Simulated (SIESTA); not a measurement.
**ZnO under changes of volume**

One of the cells (16.689 Å³/atom); the others are scaled copies at fixed shape and fractional positions:

```
Zn O
1.0
     3.28797    0.00000    0.00000
    -1.64398    2.84746    0.00000
     0.00000    0.00000    7.13044
Zn O
2 2
Cartesian
  0.0000 0.0000 1.7826
  0.0000 0.0000 5.3478
  1.6440 0.9492 5.3478
  0.0000 1.8983 1.7826
```

Measurements of this composition are mostly on another form, of space group No. 186.

```yaml
Program: SIESTA 5.4.2
Functional: LDA
Potentials_or_basis: PseudoDojo 0.4 standard (LDA files)
Basis: DZP (energy shift 0.003 Ry; two zetas on semicore shells)
Grid_cutoff: 800 Ry
Energy_shift: 0.003 Ry
k_mesh: 9 × 9 × 4
Occupations: fermi-dirac, width 0.05 eV
Spin: no spin polarisation
```

```csv
volume (Å³/atom),energy over the lowest point (meV/atom),pressure (GPa),gap on the mesh (eV)
15.688,0.00,-2.1,0.98
16.022,6.57,-4.2,0.98
16.356,?,?,?
16.689,31.94,-7.8,0.97
17.023,49.89,-9.4,0.96
17.357,70.86,-10.7,0.95
17.691,94.50,-11.9,0.95
```

**Question.** What does the run at 16.356 Å³/atom give?

**Answer.** Energy over the lowest point 17.36 meV/atom; pressure -6.1 GPa; gap on the mesh 0.97 eV.

Worked out: A Birch-Murnaghan fit of order 3 (a polynomial in V^(-2/3)) to the other rows has its minimum at 15.40 Å³/atom, just outside them, with B0 = V·E''(V) = 116 GPa and B' = 4.3 at fixed shape and positions, which overstates the stiffness. It gives 17.39 meV/atom at 16.356 Å³/atom, against the run's 17.36, and -dE/dV = -6.1 GPa, against -6.1. A straight line through the other rows of the gap, of slope -0.288 eV per unit of ln V (its deformation potential), gives 0.97 eV, against the run's 0.97.

Energies are extrapolated to zero smearing.

Caveats: short orbitals over semicore shells can move pressures by several GPa; the valence orbitals were made in a potential fitted to the semicore shell under them, which widens gaps by tenths of an eV or more; an odd mesh through Γ misses points on the zone boundary, where band edges often lie; the basis of atomic orbitals isn't converged, which shifts pressures, moduli and gaps.
